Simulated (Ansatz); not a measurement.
Thermal properties of BaHfO₃ from its phonons

Level of theory: DFT PBE, scalar-relativistic, plane waves, PAW (Ansatz). Plane waves to 420 eV; Γ-centred k mesh 6×6×6; fixed occupations. No spin polarisation. Phonons by linear response, acoustic sum rule imposed.

Equilibrium structure at this level:
```cif
data_structure
_symmetry_space_group_name_H-M 'Pm-3m'
_symmetry_Int_Tables_number 221
_cell_length_a 4.2062
_cell_length_b 4.2062
_cell_length_c 4.2062
_cell_angle_alpha 90.000
_cell_angle_beta 90.000
_cell_angle_gamma 90.000
_cell_volume 74.41
loop_
_atom_site_label
_atom_site_type_symbol
_atom_site_symmetry_multiplicity
_atom_site_Wyckoff_symbol
_atom_site_fract_x
_atom_site_fract_y
_atom_site_fract_z
_atom_site_occupancy
Ba1 Ba 1 b 0.50000 0.50000 0.50000 1
Hf1 Hf 1 a 0.00000 0.00000 0.00000 1
O1 O 3 d 0.00000 0.50000 0.00000 1
```

The cell was found from a structure generator's guess, not taken from experiment. Spin–orbit coupling is left out, which matters for heavy elements. The q mesh is coarse, so values between its points are rough.

Force constants from linear response on a 2×2×2 q mesh, interpolated to a fine mesh.

Phonon density of states, in bins of 20 cm⁻¹:
```csv
bin centre (cm⁻¹),share of modes (%)
10,0.0
30,0.2
50,1.1
70,9.0
90,11.4
110,5.3
130,5.3
150,5.3
170,6.0
190,4.6
210,6.7
230,4.1
250,3.4
270,2.7
290,2.6
310,2.3
330,1.9
350,1.4
370,0.7
390,5.8
410,0.4
430,0.0
450,0.0
470,1.2
490,4.9
510,3.3
530,3.1
550,0.8
570,0.0
590,0.0
610,0.0
630,0.0
650,0.1
670,0.6
690,1.0
710,1.8
730,1.6
750,1.2
770,0.4
790,0.0
```

Task: Give the zero-point energy per atom.

Result: 49.0 meV.

Task: How large are the vibrational entropy and heat capacity at 300 K?

Result: S = 3.29 k_B and C_V = 2.55 k_B per atom, 85 % of the Dulong–Petit value.

Task: Tabulate them against temperature.

Result:
```csv
T (K),F_vib (meV/atom),S (k_B/atom),C_V (k_B/atom)
100,45.7,1.05,1.44
200,30.9,2.32,2.21
300,6.5,3.29,2.55
400,-25.3,4.05,2.72
500,-62.9,4.67,2.81
600,-105.4,5.18,2.86
700,-152.0,5.63,2.90
800,-202.2,6.02,2.92
900,-255.6,6.36,2.94
1000,-311.8,6.67,2.95
```
